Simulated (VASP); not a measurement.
Input of a VASP 6.6.1 run:

INCAR

```
  ALGO = Fast
  EDIFF = 1E-7
  ENCUT = 520
  GGA = PS
  ISIF = 2
  ISMEAR = 0
  LASPH = T
  LCHARG = F
  LREAL = F
  LWAVE = F
  NBANDS = 15
  NELM = 100
  PREC = Accurate
  SIGMA = 0.02
```

Contents of KPOINTS:

```
k-points
0
Gamma
  9 9 9
```

POSCAR

```
YN
3.4486
    0.000000000000      0.707098532738      0.707098532738
    0.707098532738      0.000000000000      0.707098532738
    0.707098532738      0.707098532738      0.000000000000
Y N
1 1
Direct
    0.0000000000      0.0000000000      0.0000000000
    0.5000000000      0.5000000000      0.5000000000
```

Potentials or basis: VASP PAW PBE potentials, release 64 (Y_sv, N).

Command:

```bash
$ cat potpaw_PBE.64/Y_sv/POTCAR potpaw_PBE.64/N/POTCAR > POTCAR
$ mpirun -np 1 vasp_std > vasp.out
```

Problem. Predict the band gap on the k mesh.

Solution. 0.15 eV, indirect (least direct gap 0.56 eV).

Problem. What does it give for the pressure?

Solution. -2.2 GPa.

Caveat: the PAW data sets were made with another functional, which shifts forces and pressure a little; an odd mesh through Γ misses points on the zone boundary, where band edges often lie. PBEsol gaps usually lie below the measured ones, often by a third to a half.
